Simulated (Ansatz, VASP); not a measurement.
**Hf in VASP and in Ansatz**

```
Hf
1.0
     0.00000    2.18183    2.18183
     2.18183    0.00000    2.18183
     2.18183    2.18183    0.00000
Hf
1
Direct
  0.00000 0.00000 0.00000
```

Alike in both runs: task single point; functional PBE; k mesh 14 × 14 × 14; occupations fermi-dirac, width 0.1 eV; no spin polarisation.

```csv
,VASP,Ansatz
version,VASP 6.6.1,Ansatz 0.2.0
potentials or method,"VASP PAW PBE potentials, release 64 (Hf_pv)","plane waves (420 eV) with PAW, scalar-relativistic"
plane-wave cutoff (eV),520,420
valence electrons in the cell,10,26
```

|  | VASP | Ansatz | Ansatz less VASP |
| --- | --- | --- | --- |
| pressure (GPa) | 9.3 | 9.8 | +0.46 |

With one functional, cell and mesh, what is left measures potentials, basis and numerics. The two sets of potentials don't hold the same shells in valence.

The runs have no spin-orbit coupling, so splittings on Hf are missing.
